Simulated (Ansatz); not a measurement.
InSe:

```
CELL_PARAMETERS angstrom
5.82639 -2.05465 0.00000
5.82639 2.05465 0.00000
-1.72323 0.00000 4.72363
ATOMIC_POSITIONS crystal
In 0.88820 0.88820 0.04684
In 0.11180 0.11180 0.95316
Se 0.66093 0.66093 0.66896
Se 0.33907 0.33907 0.33104
```

The cell comes from a database or a generator and needn't be the stable form of this composition.

The cell isn't the ideal one: strained by -1 %.

| Property | Result |
| --- | --- |
| Program | Ansatz 0.2.0 |
| Task | relaxation of the atoms |
| Functional | PBE |
| Potentials or basis | Ansatz PAW |
| Cutoff | 420 eV (not typed: the program's choice for these potentials) |
| k mesh | 5 × 5 × 5 |
| Occupations | fermi-dirac, width 0.05 eV |
| Spin | no spin polarisation |

At the start: volume 28.27 Å³/atom.

Task: Where does the relaxation end?

Result: Over 3 steps the energy falls by 4.0 meV/atom; space group C2/m (No. 12, to 0.05 Å).

Step by step:
```
step  energy change (eV)  largest force (eV/Å)
   1              0.0000                0.3473
   2             -0.0161                0.0277
   3             -0.0162                0.0051
```

Final structure:
```
In Se
1.0
     5.82639   -2.05465    0.00000
     5.82639    2.05465    0.00000
    -1.72323    0.00000    4.72363
In Se
2 2
Direct
  0.88794 0.88794 0.04809
  0.11206 0.11206 0.95191
  0.66024 0.66024 0.65845
  0.33976 0.33976 0.34155
```

Caveat: the thresholds are loose for stress.
